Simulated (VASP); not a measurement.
## Input and output of a VASP PBE single-point calculation on MgTe (strained database structure)

INCAR

```
LREAL = .FALSE.
NBANDS = 11
LWAVE = .FALSE.
LCHARG = .FALSE.
ISMEAR = -1
EDIFF = 1E-7
IBRION = -1
ISIF = 2
PREC = Accurate
NELM = 120
GGA = PE
SIGMA = 0.02
LASPH = .TRUE.
NSW = 0
ENCUT = 520
```

KPOINTS

```
KPOINTS created by Atomic Simulation Environment
0
Gamma
8 8 8
0 0 0
```

KPOINTS_OPT

```
special points
6
Reciprocal
0.0000000000 0.0000000000 0.0000000000 1
-0.5000000000 -0.5000000000 0.0000000000 1
-0.3750000000 -0.3750000000 0.2500000000 1
-0.3750000000 0.0000000000 0.3750000000 1
0.0000000000 0.0000000000 0.5000000000 1
-0.5000000000 -0.2500000000 0.2500000000 1
```

POSCAR

```
Mg Te
 1.0000000000000000
     0.0000000000000000    3.3828133334000001    3.3828133334000001
     3.3828133334000001    0.0000000000000000    3.3828133334000001
     3.3828133334000001    3.3828133334000001    0.0000000000000000
 Mg  Te
   1   1
Cartesian
  0.0000000000000000  0.0000000000000000  0.0000000000000000
  5.0742200001000013  5.0742200001000013  5.0742200001000013
```

VASP ran with the recommended PBE PAW datasets (8 valence electrons in the cell).

Command

```
mpirun -np 1 vasp_std
```

OSZICAR

```
N       E                     dE             d eps       ncg     rms          rms(c)
DAV:   1     0.220752037691E+02    0.22075E+02   -0.28212E+03   638   0.531E+02
DAV:   2    -0.485419470129E+01   -0.26929E+02   -0.25888E+02   766   0.760E+01
DAV:   3    -0.652181354123E+01   -0.16676E+01   -0.16652E+01   792   0.215E+01
DAV:   4    -0.655066398420E+01   -0.28850E-01   -0.28849E-01   814   0.337E+00
DAV:   5    -0.655110778038E+01   -0.44380E-03   -0.44379E-03   766   0.365E-01    0.265E+00
DAV:   6    -0.633620816183E+01    0.21490E+00   -0.42601E-01   671   0.207E+00    0.166E+00
DAV:   7    -0.630808090108E+01    0.28127E-01   -0.22217E-01   749   0.161E+00    0.883E-01
DAV:   8    -0.631232693573E+01   -0.42460E-02   -0.14877E-02   698   0.562E-01    0.176E-01
DAV:   9    -0.631211006371E+01    0.21687E-03   -0.85185E-04   737   0.127E-01    0.730E-02
DAV:  10    -0.631230668777E+01   -0.19662E-03   -0.42223E-04   719   0.910E-02    0.461E-02
DAV:  11    -0.631229298859E+01    0.13699E-04   -0.40922E-05   737   0.227E-02    0.130E-02
DAV:  12    -0.631229605566E+01   -0.30671E-05   -0.10673E-05   722   0.130E-02    0.601E-03
DAV:  13    -0.631229648642E+01   -0.43076E-06   -0.10422E-06   773   0.475E-03    0.352E-03
DAV:  14    -0.631229646266E+01    0.23763E-07   -0.59470E-08   731   0.118E-03
   1 F= -.63122965E+01 E0= -.63122965E+01  d E =-.224019E-11
       N       E                     dE             ncg
DAV:   1     0.542394358551E+03   -0.12531E+04      132
DAV:   2     0.381348464782E+03   -0.16105E+03      166
DAV:   3     0.372897236212E+03   -0.84512E+01      173
DAV:   4     0.372774320221E+03   -0.12292E+00      172
DAV:   5     0.372772001668E+03   -0.23186E-02      158
DAV:   6     0.372771902320E+03   -0.99348E-04      185
DAV:   7     0.372771900795E+03   -0.15258E-05      164
DAV:   8     0.372771900717E+03   -0.77441E-07      129
```

From OUTCAR

```
k-points           NKPTS =     29   k-points in BZ     NKDIM =     29   number of bands    NBANDS=     11

   NELECT =       8.0000    total number of electrons

   dimension x,y,z NGX =    36 NGY =   36 NGZ =   36
   dimension x,y,z NGXF=    72 NGYF=   72 NGZF=   72

  energy-cutoff  :      520.00
  volume of cell :       77.42
      direct lattice vectors                 reciprocal lattice vectors
     0.000000000  3.382813333  3.382813333    -0.147805968  0.147805968  0.147805968
     3.382813333  0.000000000  3.382813333     0.147805968 -0.147805968  0.147805968
     3.382813333  3.382813333  0.000000000     0.147805968  0.147805968 -0.147805968

 k-points in reciprocal lattice and weights: KPOINTS created by Atomic Simulation Env
   0.00000000  0.00000000  0.00000000       0.002
   0.12500000  0.00000000  0.00000000       0.016
   0.25000000  0.00000000  0.00000000       0.016
   0.37500000  0.00000000  0.00000000       0.016
   0.50000000  0.00000000  0.00000000       0.008
   0.12500000  0.12500000  0.00000000       0.012
   0.25000000  0.12500000  0.00000000       0.047
   0.37500000  0.12500000  0.00000000       0.047
   ...

 E-fermi :   1.4089

 k-point     1 :       0.0000    0.0000    0.0000
  band No.  band energies     occupation
      1      -8.7964      2.00000
      2       0.9692      2.00000
      3       0.9692      2.00000
      4       0.9692      2.00000
      5       2.8053      0.00000
      6       6.2174      0.00000
      7       6.2174      0.00000
      8       6.2174      0.00000
      9       9.1597      0.00000
     10       9.2977      0.00000
     11       9.2977      0.00000

 k-point     2 :       0.1250    0.0000    0.0000
  band No.  band energies     occupation
      1      -8.7414      2.00000
      2       0.2665      2.00000
      3       0.9106      2.00000
      4       0.9106      2.00000
      5       3.4336      0.00000
      6       6.1226      0.00000
      7       6.3631      0.00000
      8       6.3631      0.00000
      9       8.8904      0.00000
     10       8.8904      0.00000
     11       9.7083      0.00000

 k-point     3 :       0.2500    0.0000    0.0000
  band No.  band energies     occupation
      1      -8.6006      2.00000
      2      -0.7582      2.00000
      3       0.7803      2.00000
      4       0.7803      2.00000
      5       3.9380      0.00000
      6       6.5387      0.00000
      7       6.5387      0.00000
      8       6.5747      0.00000
      9       8.8036      0.00000
     10       8.8036      0.00000
     11       9.5572      0.00000

 k-point     4 :       0.3750    0.0000    0.0000
  band No.  band energies     occupation
      1      -8.4463      2.00000
      2      -1.5081      2.00000
      3       0.6631      2.00000
      4       0.6631      2.00000
      5       3.8983      0.00000
      6       6.4533      0.00000
      7       6.4533      0.00000
      8       7.6003      0.00000
      9       9.4021      0.00000
     10       9.6566      0.00000
     11       9.6566      0.00000

 k-point     5 :       0.5000    0.0000    0.0000
  band No.  band energies     occupation
      1      -8.3777      2.00000
      2      -1.7830      2.00000
      3       0.6177      2.00000
      4       0.6177      2.00000
      5       3.8361      0.00000
      6       6.3760      0.00000
      7       6.3760      0.00000
      8       7.9791      0.00000
      9       9.9288      0.00000
     10      11.0648      0.00000
     11      11.0648      0.00000

 k-point     6 :       0.1250    0.1250    0.0000
  band No.  band energies     occupation
      1      -8.7231      2.00000
      2       0.2409      2.00000
      3       0.7889      2.00000
      4       0.7889      2.00000
      5       3.6853      0.00000
      6       5.7200      0.00000
      7       6.6064      0.00000
      8       6.6064      0.00000
      9       8.1537      0.00000
     10       9.4838      0.00000
     11       9.9782      0.00000

 k-point     7 :       0.2500    0.1250    0.0000
  band No.  band energies     occupation
      1      -8.6105      2.00000
      2      -0.5293      2.00000
      3       0.6241      2.00000
      4       0.6449      2.00000
      5       4.2969      0.00000
      6       5.5950      0.00000
      7       6.8073      0.00000
      8       6.9403      0.00000
      9       7.9945      0.00000
     10       9.5111      0.00000
     11      10.4661      0.00000

 k-point     8 :       0.3750    0.1250    0.0000
  band No.  band energies     occupation
      1      -8.4588      2.00000
      2      -1.2825      2.00000
      3       0.4342      2.00000
      4       0.5140      2.00000
      5       4.3825      0.00000
      6       6.0108      0.00000
      7       6.9059      0.00000
      8       6.9263      0.00000
      9       8.9606      0.00000
     10      10.1572      0.00000
     11      10.1617      0.00000

 k-point     9 :       0.5000    0.1250    0.0000
  band No.  band energies     occupation
      1      -8.3586      2.00000
      2      -1.6797      2.00000
      3       0.2503      2.00000
      4       0.5088      2.00000
      5       4.3175      0.00000
      6       6.0395      0.00000
      7       6.7360      0.00000
      8       7.8213      0.00000
      9       9.5521      0.00000
     10      10.5964      0.00000
     11      10.9240      0.00000

 k-point    10 :      -0.3750    0.1250    0.0000
  band No.  band energies     occupation
      1      -8.3815      2.00000
      2      -1.5910      2.00000
      3       0.1883      2.00000
      4       0.6089      2.00000
      5       4.3564      0.00000
      6       6.1492      0.00000
      7       6.6505      0.00000
      8       7.7064      0.00000
      9       9.3459      0.00000
     10       9.8927      0.00000
     11      10.7395      0.00000

 k-point    11 :      -0.2500    0.1250    0.0000
  band No.  band energies     occupation
      1      -8.5103      2.00000
      2      -1.0561      2.00000
      3       0.2929      2.00000
      4       0.7687      2.00000
      5       4.4206      0.00000
      6       6.2521      0.00000
      7       6.6460      0.00000
      8       6.7985      0.00000
      9       8.3253      0.00000
     10       9.7269      0.00000
     11      10.4778      0.00000

 k-point    12 :      -0.1250    0.1250    0.0000
  band No.  band energies     occupation
      1      -8.6575      2.00000
      2      -0.3008      2.00000
      3       0.5796      2.00000
      4       0.9003      2.00000
      5       4.0439      0.00000
      6       5.9377      0.00000
      7       6.4653      0.00000
      8       6.7464      0.00000
      9       8.2519      0.00000
     10       9.0501      0.00000
     11      10.4331      0.00000

 k-point    13 :       0.2500    0.2500    0.0000
  band No.  band energies     occupation
      1      -8.5351      2.00000
      2      -0.7386      2.00000
      3       0.4182      2.00000
      4       0.4182      2.00000
      5       4.6623      0.00000
      6       4.9166      0.00000
      7       7.4278      0.00000
      8       7.5855      0.00000
      9       7.5855      0.00000
     10      10.0413      0.00000
     11      11.6271      0.00000

 k-point    14 :       0.3750    0.2500    0.0000
  band No.  band energies     occupation
      1      -8.4115      2.00000
      2      -1.2017      2.00000
      3       0.1434      2.00000
      4       0.2819      2.00000
      5       4.6310      0.00000
      6       5.0694      0.00000
      7       7.1295      0.00000
      8       7.8840      0.00000
      9       8.9251      0.00000
     10      10.6347      0.00000
     11      11.6224      0.00000

 k-point    15 :       0.5000    0.2500    0.0000
  band No.  band energies     occupation
      1      -8.3103      2.00000
      2      -1.4974      2.00000
      3      -0.2430      2.00000
      4       0.2746      2.00000
      5       4.5772      0.00000
      6       5.8558      0.00000
      7       7.0964      0.00000
      8       7.6997      0.00000
      9       9.6064      0.00000
     10      10.9386      0.00000
     11      11.5833      0.00000

 k-point    16 :      -0.3750    0.2500    0.0000
  band No.  band energies     occupation
      1      -8.2990      2.00000
      2      -1.4925      2.00000
      3      -0.4732      2.00000
      4       0.3984      2.00000
      5       4.7277      0.00000
      6       6.2682      0.00000
      7       7.4400      0.00000
      8       7.5386      0.00000
      9       8.8502      0.00000
     10       9.3353      0.00000
     11      11.7438      0.00000

 ...

  Total       -1.5064927     -1.5064927     -1.5064927      0.0000000     -0.0000000     -0.0000000
  in kB      -31.1755055    -31.1755055    -31.1755055      0.0000000     -0.0000000     -0.0000000
  external PRESSURE =     -31.1755055 kB  Pullay stress =       0.0000000 kB

 POSITION                                       TOTAL-FORCE (eV/Angst)
 -----------------------------------------------------------------------------------
      0.00000      0.00000      0.00000        -0.000000     -0.000000     -0.000000
      5.07422      5.07422      5.07422         0.000000      0.000000      0.000000
 -----------------------------------------------------------------------------------
    total drift:                               -0.000000     -0.000000     -0.000000

  FREE ENERGIE OF THE ION-ELECTRON SYSTEM (eV)
  ---------------------------------------------------
  free  energy   TOTEN  =        -6.3122964627 eV

  energy  without entropy=       -6.3122964627  energy(sigma->0) =       -6.31229646
```

The gap between bands v and c is 1.84 eV and the least direct gap is 1.84 eV. The pressure is -3.1 GPa.

Band v is the last that the valence electrons fill when counted band by band, and c is the next.

The run took about 29 s on one core of a shared host (Intel Xeon Platinum 8488C) and held 0.22 GiB at most.
